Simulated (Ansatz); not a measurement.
# What a change of settings does to a run on Sr

The cell is the one relaxed in the Materials Project (mp-95), not relaxed further here; entries there can be hypothetical.

First run: DFT, PBEsol, PAW with Ansatz's default frozen-core files, scalar-relativistic (Ansatz 0.2.0).

Command: `ansatz run input.yaml --threads 1 --pin off --max-ram 2048MiB --backend cpu --events-out ev --progress --plain --runs-dir out` The run took about 1.5 s on 1 thread of a shared machine.

```yaml
crystal:
  lattice:
    - [-2.4022136893, 2.4022136893, 2.4022136893]
    - [2.4022136893, -2.4022136893, 2.4022136893]
    - [2.4022136893, 2.4022136893, -2.4022136893]
  atoms:
    - { symbol: Sr, position: [0.0, 0.0, 0.0] }
kpoints:
  mp_grid: { grid: [10, 10, 10] }
  band_path:
    path:
      - [0.0, 0.0, 0.0]
      - [0.5, -0.5, 0.5]
      - [0.0, 0.0, 0.5]
      - [0.0, 0.0, 0.0]
      - [0.25, 0.25, 0.25]
      - [0.5, -0.5, 0.5]
      - [0.25, 0.25, 0.25]
      - [0.0, 0.0, 0.5]
    npoints: 5
scf:
  occupations: { method: fermi_dirac, width: 0.05 }
hamiltonian:
  xc: pbesol
  pseudopotentials: { kind: paw }
output:
  forces: true
  stress: true
  eigenvalues: true
  efg: { contact_densities: true }
```

Result: converged; pressure -0.91 GPa; no gap on the k mesh; 6 SCF iterations.

A second run of a changed input logged this at its end:

```
Error: inconsistent input (basis.ecutwfc, kpoints): the smallest per-k basis holds n_pw = 0 plane waves (k-point 1, counted from 0 among those solved) but the deck needs at least 6 band(s) per channel, and no run solves more bands than the smallest per-k basis has plane waves; raise basis.ecutwfc until the smallest per-k basis, which caps the automatic band count, holds at least 6 plane waves
```

Task: What was wrong with the input?

Result: A cutoff in the wrong unit, by this change (others could give a like log):
```diff
@@ -21,4 +21,5 @@
 scf:
   occupations: { method: fermi_dirac, width: 0.05 }
+  max_iter: 75
 hamiltonian:
   xc: pbesol
@@ -29,3 +30,5 @@
   eigenvalues: true
   efg: { contact_densities: true }
+basis:
+  ecutwfc: "30 meV"
```
